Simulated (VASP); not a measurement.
Set up this calculation in VASP 6.6.1, as the native input.

| Property | Result |
| --- | --- |
| Task | single point |
| Functional | PBE |
| Dispersion | D3(BJ) |
| Potentials or basis | VASP PAW PBE potentials, release 64 (Cd, Se) |
| Cutoff | 520 eV |
| k mesh | 9 × 9 × 6 |
| Occupations | gaussian, width 0.02 eV |
| Spin | no spin polarisation |
| Dipole correction | no |
| Further INCAR settings | ALGO = Fast; EDIFF = 1e-06; NBANDS = 26 |

The structure of CdSe (Cadmoselite) lies in POSCAR:

```
CdSe
1.0
    4.3211045650      0.0000000000      0.0000000000
   -2.1605522825      3.7421863257      0.0000000000
    0.0000000000      0.0000000000      7.0647479108
Cd Se
2 2
Direct
    0.3333333333      0.6666666667      0.0049098693
    0.6666666667      0.3333333333      0.5049098693
    0.3333333333      0.6666666667      0.3800901307
    0.6666666667      0.3333333333      0.8800901307
```

The cell isn't the ideal one: relaxed again under DFT PBE+D3(BJ), scalar-relativistic, plane waves, PAW.

The input as run:

INCAR

```
PREC = Accurate ; ENCUT = 520
EDIFF = 1E-6 ; ISMEAR = 0
SIGMA = 0.02 ; LREAL = False
LASPH = True ; NELM = 100
ALGO = Fast ; ISIF = 2
LWAVE = False ; LCHARG = True
GGA = PE ; IVDW = 12
LELF = True ; LVHAR = True
NBANDS = 26
```

KPOINTS

```
regular mesh
0
Gamma
  9 9 6
```

Potentials or basis: VASP PAW PBE potentials, release 64 (Cd, Se).

Launch:

```sh
$ cat potpaw_PBE.64/Cd/POTCAR potpaw_PBE.64/Se/POTCAR > POTCAR
$ mpirun -np 1 vasp_std > vasp.out
```

It gave:

```yaml
Pressure: 0.3 GPa
Band_gap_on_the_k_mesh: 0.63 eV, direct
Dispersion_energy_per_atom: -0.313 eV
```

Run time: 110 s on 1 thread of AMD EPYC 7R13 Processor (Zen 3), with other jobs on the host, peak memory 0.28 GiB.
